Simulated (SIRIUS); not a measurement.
Input of a SIRIUS 7.12.0 run:

File sirius.json:

```json
{
  "control": {
    "processing_unit": "cpu",
    "std_evp_solver_name": "lapack",
    "gen_evp_solver_name": "lapack",
    "verbosity": 2,
    "print_forces": true,
    "ortho_rf": true,
    "use_second_variation": true,
    "rmt_max": 3.0,
    "num_bands_to_print": 24,
    "save_wf": true
  },
  "parameters": {
    "electronic_structure_method": "full_potential_lapwlo",
    "xc_functionals": ["XC_GGA_X_PBE", "XC_GGA_C_PBE"],
    "core_relativity": "dirac",
    "valence_relativity": "iora",
    "num_fv_states": 40,
    "smearing": "fermi_dirac",
    "smearing_width": 0.0018374661,
    "pw_cutoff": 27,
    "gk_cutoff": 5.18,
    "lmax_apw": 13,
    "lmax_rho": 8,
    "lmax_pot": 8,
    "num_mag_dims": 0,
    "auto_rmt": 0,
    "ngridk": [5, 5, 5],
    "shiftk": [0, 0, 0],
    "num_dft_iter": 80,
    "energy_tol": 1e-07,
    "density_tol": 1e-05,
    "use_symmetry": true
  },
  "settings": {"tol_ne": 1e-10},
  "iterative_solver": {"type": "exact"},
  "mixer": {"type": "anderson", "beta": 0.5, "max_history": 8},
  "unit_cell": {
    "lattice_vectors": [
      [5.3429485438, 3.0847527799, 4.3811287513],
      [-5.3429485438, 3.0847527799, 4.3811287513],
      [0.0, -6.16950556, 4.3811287513]
    ],
    "atom_types": ["Ba", "O", "Ti"],
    "atom_files": {"Ba": "Ba.json", "O": "O.json", "Ti": "Ti.json"},
    "atoms": {
      "Ba": [[0.0, 0.0, 0.0]],
      "O": [[0.5086, 0.0175, 0.5086], [0.0175, 0.5086, 0.5086], [0.5086, 0.5086, 0.0175]],
      "Ti": [[0.4845, 0.4845, 0.4845]]
    }
  }
}
```

Ba.json

```json
{
  "name": "barium",
  "symbol": "Ba",
  "number": 56,
  "mass": 137.327,
  "rmin": 1e-06,
  "rmt": 2.22,
  "nrmt": 800,
  "rinf": 20.32,
  "core": "1s2s2p3s3p3d4s",
  "valence": [
    {"basis": [{"enu": 0.09, "dme": 0, "n": 0, "auto": 0}, {"enu": 0.09, "dme": 1, "n": 0, "auto": 0}]},
    {"l": 0, "n": 1, "basis": [{"enu": 0.19, "dme": 0, "n": 0, "auto": 0}]},
    {"l": 1, "n": 2, "basis": [{"enu": -0.0442, "dme": 0, "n": 0, "auto": 0}]},
    {"l": 2, "n": 3, "basis": [{"enu": 0.19, "dme": 0, "n": 0, "auto": 0}]},
    {"l": 3, "n": 4, "basis": [{"enu": 0.19, "dme": 0, "n": 0, "auto": 0}]}
  ],
  "lo": [
    {"l": 0, "basis": [{"enu": 0.19, "dme": 0, "n": 0, "auto": 0}, {"enu": 0.19, "dme": 1, "n": 0, "auto": 0}]},
    {
      "l": 0,
      "basis": [{"enu": -0.9268, "dme": 0, "n": 5, "auto": 1}, {"enu": -0.9268, "dme": 1, "n": 5, "auto": 1}]
    },
    {
      "l": 0,
      "basis": [{"enu": -0.9268, "dme": 1, "n": 5, "auto": 1}, {"enu": 0.19, "dme": 0, "n": 0, "auto": 0}]
    },
    {
      "l": 1,
      "basis": [{"enu": -0.0442, "dme": 0, "n": 0, "auto": 0}, {"enu": -0.0442, "dme": 1, "n": 0, "auto": 0}]
    },
    {
      "l": 1,
      "basis": [{"enu": -6.3156, "dme": 0, "n": 4, "auto": 1}, {"enu": -6.3156, "dme": 1, "n": 4, "auto": 1}]
    },
    {"l": 2, "basis": [{"enu": 0.19, "dme": 0, "n": 0, "auto": 0}, {"enu": 0.19, "dme": 1, "n": 0, "auto": 0}]},
    {
      "l": 2,
      "basis": [{"enu": -2.9851, "dme": 0, "n": 4, "auto": 1}, {"enu": -2.9851, "dme": 1, "n": 4, "auto": 1}]
    },
    {
      "l": 2,
      "basis": [{"enu": -2.9851, "dme": 1, "n": 4, "auto": 1}, {"enu": 0.19, "dme": 0, "n": 0, "auto": 0}]
    },
    {"l": 3, "basis": [{"enu": 0.19, "dme": 0, "n": 0, "auto": 0}, {"enu": 0.19, "dme": 1, "n": 0, "auto": 0}]}
  ],
  "free_atom": [... radial grid and density of the free atom, the start of the SCF ...]
}
```

The input O.json:

```json
{
  "name": "oxygen",
  "symbol": "O",
  "number": 8,
  "mass": 15.9994,
  "rmin": 1e-06,
  "rmt": 1.39,
  "nrmt": 800,
  "rinf": 11.55,
  "core": "1s",
  "valence": [
    {"basis": [{"enu": 0.09, "dme": 0, "n": 0, "auto": 0}, {"enu": 0.09, "dme": 1, "n": 0, "auto": 0}]},
    {"l": 0, "n": 1, "basis": [{"enu": -0.0272, "dme": 0, "n": 0, "auto": 0}]},
    {"l": 1, "n": 2, "basis": [{"enu": 0.19, "dme": 0, "n": 0, "auto": 0}]},
    {"l": 2, "n": 3, "basis": [{"enu": 0.19, "dme": 0, "n": 0, "auto": 0}]}
  ],
  "lo": [
    {
      "l": 0,
      "basis": [{"enu": -0.0272, "dme": 0, "n": 0, "auto": 0}, {"enu": -0.0272, "dme": 1, "n": 0, "auto": 0}]
    },
    {"l": 1, "basis": [{"enu": 0.19, "dme": 0, "n": 0, "auto": 0}, {"enu": 0.19, "dme": 1, "n": 0, "auto": 0}]},
    {"l": 2, "basis": [{"enu": 0.19, "dme": 0, "n": 0, "auto": 0}, {"enu": 0.19, "dme": 1, "n": 0, "auto": 0}]}
  ],
  "free_atom": [... radial grid and density of the free atom, the start of the SCF ...]
}
```

Contents of Ti.json:

```json
{
  "name": "titanium",
  "symbol": "Ti",
  "number": 22,
  "mass": 47.867,
  "rmin": 1e-06,
  "rmt": 2.09,
  "nrmt": 800,
  "rinf": 17.51,
  "core": "1s2s2p",
  "valence": [
    {"basis": [{"enu": 0.09, "dme": 0, "n": 0, "auto": 0}, {"enu": 0.09, "dme": 1, "n": 0, "auto": 0}]},
    {"l": 0, "n": 1, "basis": [{"enu": 0.19, "dme": 0, "n": 0, "auto": 0}]},
    {"l": 1, "n": 2, "basis": [{"enu": 0.19, "dme": 0, "n": 0, "auto": 0}]},
    {"l": 2, "n": 3, "basis": [{"enu": 0.19, "dme": 0, "n": 0, "auto": 0}]},
    {"l": 3, "n": 4, "basis": [{"enu": 0.19, "dme": 0, "n": 0, "auto": 0}]}
  ],
  "lo": [
    {"l": 0, "basis": [{"enu": 0.19, "dme": 0, "n": 0, "auto": 0}, {"enu": 0.19, "dme": 1, "n": 0, "auto": 0}]},
    {
      "l": 0,
      "basis": [{"enu": -1.9303, "dme": 0, "n": 3, "auto": 1}, {"enu": -1.9303, "dme": 1, "n": 3, "auto": 1}]
    },
    {
      "l": 0,
      "basis": [{"enu": -1.9303, "dme": 1, "n": 3, "auto": 1}, {"enu": 0.19, "dme": 0, "n": 0, "auto": 0}]
    },
    {"l": 1, "basis": [{"enu": 0.19, "dme": 0, "n": 0, "auto": 0}, {"enu": 0.19, "dme": 1, "n": 0, "auto": 0}]},
    {
      "l": 1,
      "basis": [{"enu": -1.0703, "dme": 0, "n": 3, "auto": 1}, {"enu": -1.0703, "dme": 1, "n": 3, "auto": 1}]
    },
    {
      "l": 1,
      "basis": [{"enu": -1.0703, "dme": 1, "n": 3, "auto": 1}, {"enu": 0.19, "dme": 0, "n": 0, "auto": 0}]
    },
    {"l": 2, "basis": [{"enu": 0.19, "dme": 0, "n": 0, "auto": 0}, {"enu": 0.19, "dme": 1, "n": 0, "auto": 0}]},
    {"l": 3, "basis": [{"enu": 0.19, "dme": 0, "n": 0, "auto": 0}, {"enu": 0.19, "dme": 1, "n": 0, "auto": 0}]}
  ],
  "free_atom": [... radial grid and density of the free atom, the start of the SCF ...]
}
```

File sirius_start.json:

```json
{
  "control": {
    "processing_unit": "cpu",
    "std_evp_solver_name": "lapack",
    "gen_evp_solver_name": "lapack",
    "verbosity": 1,
    "print_forces": false,
    "ortho_rf": true,
    "use_second_variation": true,
    "rmt_max": 3.0,
    "num_bands_to_print": 24,
    "save_wf": false
  },
  "parameters": {
    "electronic_structure_method": "full_potential_lapwlo",
    "xc_functionals": ["XC_LDA_X", "XC_LDA_C_PW"],
    "core_relativity": "dirac",
    "valence_relativity": "iora",
    "num_fv_states": 40,
    "smearing": "fermi_dirac",
    "smearing_width": 0.0055123983,
    "pw_cutoff": 27,
    "gk_cutoff": 4.14,
    "lmax_apw": 13,
    "lmax_rho": 8,
    "lmax_pot": 8,
    "num_mag_dims": 0,
    "auto_rmt": 0,
    "ngridk": [2, 2, 2],
    "shiftk": [0, 0, 0],
    "num_dft_iter": 30,
    "energy_tol": 0.01,
    "density_tol": 0.05,
    "use_symmetry": true
  },
  "settings": {"tol_ne": 1e-10},
  "iterative_solver": {"type": "exact"},
  "mixer": {"type": "anderson", "beta": 0.5, "max_history": 8},
  "unit_cell": {
    "lattice_vectors": [
      [5.3429485438, 3.0847527799, 4.3811287513],
      [-5.3429485438, 3.0847527799, 4.3811287513],
      [0.0, -6.16950556, 4.3811287513]
    ],
    "atom_types": ["Ba", "O", "Ti"],
    "atom_files": {"Ba": "Ba.json", "O": "O.json", "Ti": "Ti.json"},
    "atoms": {
      "Ba": [[0.0, 0.0, 0.0]],
      "O": [[0.5086, 0.0175, 0.5086], [0.0175, 0.5086, 0.5086], [0.5086, 0.5086, 0.0175]],
      "Ti": [[0.4845, 0.4845, 0.4845]]
    }
  }
}
```

The input sirius_bands.json:

```json
{
  "control": {
    "processing_unit": "cpu",
    "std_evp_solver_name": "lapack",
    "gen_evp_solver_name": "lapack",
    "verbosity": 2,
    "print_forces": true,
    "ortho_rf": true,
    "use_second_variation": true,
    "rmt_max": 3.0,
    "num_bands_to_print": 24,
    "save_wf": true
  },
  "parameters": {
    "electronic_structure_method": "full_potential_lapwlo",
    "xc_functionals": ["XC_GGA_X_PBE", "XC_GGA_C_PBE"],
    "core_relativity": "dirac",
    "valence_relativity": "iora",
    "num_fv_states": 40,
    "smearing": "fermi_dirac",
    "smearing_width": 0.0018374661,
    "pw_cutoff": 27,
    "gk_cutoff": 5.18,
    "lmax_apw": 13,
    "lmax_rho": 8,
    "lmax_pot": 8,
    "num_mag_dims": 0,
    "auto_rmt": 0,
    "ngridk": [5, 5, 5],
    "shiftk": [0, 0, 0],
    "num_dft_iter": 80,
    "energy_tol": 1e-07,
    "density_tol": 1e-05,
    "use_symmetry": true
  },
  "settings": {"tol_ne": 1e-10},
  "iterative_solver": {"type": "exact"},
  "mixer": {"type": "anderson", "beta": 0.5, "max_history": 8},
  "unit_cell": {
    "lattice_vectors": [
      [5.3429485438, 3.0847527799, 4.3811287513],
      [-5.3429485438, 3.0847527799, 4.3811287513],
      [0.0, -6.16950556, 4.3811287513]
    ],
    "atom_types": ["Ba", "O", "Ti"],
    "atom_files": {"Ba": "Ba.json", "O": "O.json", "Ti": "Ti.json"},
    "atoms": {
      "Ba": [[0.0, 0.0, 0.0]],
      "O": [[0.5086, 0.0175, 0.5086], [0.0175, 0.5086, 0.5086], [0.5086, 0.5086, 0.0175]],
      "Ti": [[0.4845, 0.4845, 0.4845]]
    }
  },
  "kpoints_rel": {
    "G": [0.0, 0.0, 0.0],
    "B": [0.5028287877, 0.5, 0.4971712123],
    "B1": [0.5, 0.4971712123, -0.4971712123],
    "F": [0.5, 0.5, 0.0],
    "L": [0.5, 0.0, 0.0],
    "P": [0.5028287877, 0.4985856061, 0.4985856061],
    "P1": [0.5014143939, 0.5014143939, 0.4971712123],
    "Q": [0.5014143939, 0.4985856061, 0.0],
    "X": [0.4985856061, 0.0, -0.4985856061],
    "Z": [0.5, 0.5, 0.5]
  },
  "kpoints_path": ["G", "L", "B1"]
}
```

Potentials or basis: all-electron FP-LAPW, apw+lo lean.

Run with:

```bash
$ OMP_NUM_THREADS=2 sirius.scf --input=sirius_start.json --output=start.json
$ OMP_NUM_THREADS=2 sirius.scf --input=sirius.json --output=output.json --task=1
$ OMP_NUM_THREADS=2 sirius.scf --input=sirius_bands.json --output=bands_out.json --task=2
```

(1) Estimate the largest force.

(2) What does it give for the band gap on the k mesh?

Results:

(1) 0.144 eV/Å.

(2) 2.55 eV, indirect (least direct gap 2.80 eV).

Caveat: the basis is light, so values aren't converged; spin-orbit coupling is left out, which moves the levels of the heavy elements; the mesh misses the band edges, which the band path finds closer together.
